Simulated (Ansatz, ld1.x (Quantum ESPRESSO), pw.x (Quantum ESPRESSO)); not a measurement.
# From atom to crystal: PAW potential for manganese (Mn)

ld1.x (Quantum ESPRESSO) 7.5 input, shortened:

```
&input
   title='Mn', zed=25., rel=1, dft='PBESOL', iswitch=3,
   config='[Ar] 3d5 4s2 4p0'
 /
 &inputp
   pseudotype=3, lpaw=.true., tm=.true., lloc=-1, rcloc=1.65,
   nlcc=.false.,
   which_augfun='BESSEL', rmatch_augfun=1.20
 /
6
4S  1  0   2.00   0.00  1.80  2.30  0.0
4S  1  0   0.00   3.10  1.80  2.30  0.0
4P  2  1   0.00   0.00  2.60  2.85  0.0
4P  2  1   0.00   2.85  2.60  2.85  0.0
3D  3  2   5.00   0.00  1.50  1.95  0.0
3D  3  2   0.00   0.60  1.50  1.95  0.0
 &test
   configts(1)='3d5 4s2 4p0'
 /
```

Crystal test: bcc Mn in pw.x 7.5, no spin, 17³ k-points, Fermi–Dirac smearing 0.01 Ry, cutoffs 55/440 Ry. The reference is all-electron LAPW (Ansatz 0.2.0) with the same functional, mesh and smearing; V0 and B0 come from Birch–Murnaghan fits to the pressures at five volumes. Errors are pseudo minus all-electron; Δ is the rms difference of the E(V) curves that follow from these fits, minima aligned, over ±6 % about the mean V0. Mesh and smearing are coarse, so the numbers serve the comparison and aren't converged zero-temperature values; the lattice is a test structure that the element need not adopt. Spin polarisation and strong correlation are left out, which matters for this element.

```
V (Å³/atom)  P all-electron (GPa)  P pseudo (GPa)
      9.888                 18.00           22.93
     10.148                  8.65           13.03
     10.408                  0.50            4.74
     10.668                 -6.62           -2.88
     10.928                -12.82           -9.58
```

All-electron: a0 = 2.752 Å (V0 = 10.43 Å³/atom), B0 = 302.1 GPa.

Pseudopotential: mean pressure error (GPa): +4.10; a0 (Å): 2.765; a0 error (%): +0.44; B0 error (%): -0.0; Δ (meV/atom): 9.1. The largest radius (2.85 bohr) exceeds half the bond length (2.25 bohr), so the spheres overlap, which is one possible source of error among others. Atomic configuration tests: 1 of 7 tests not solved or not reliable.

Task: At the middle volume, how do free energy and pressure move when the wave cutoff is lowered (ecutrho held at 440 Ry)?

Result:

| cutoff (Ry) | shift of F (meV/atom) | shift of P (GPa) |
| --- | --- | --- |
| 25 | +354.3 | +9.19 |
| 33 | +219.0 | -1.01 |
| 44 | +10.9 | -1.73 |

The run at the middle volume (165 k-points, 8 iterations) took about 14 s on one core of a shared host (Neoverse-V2, 96 threads, 742 GiB, load 54).
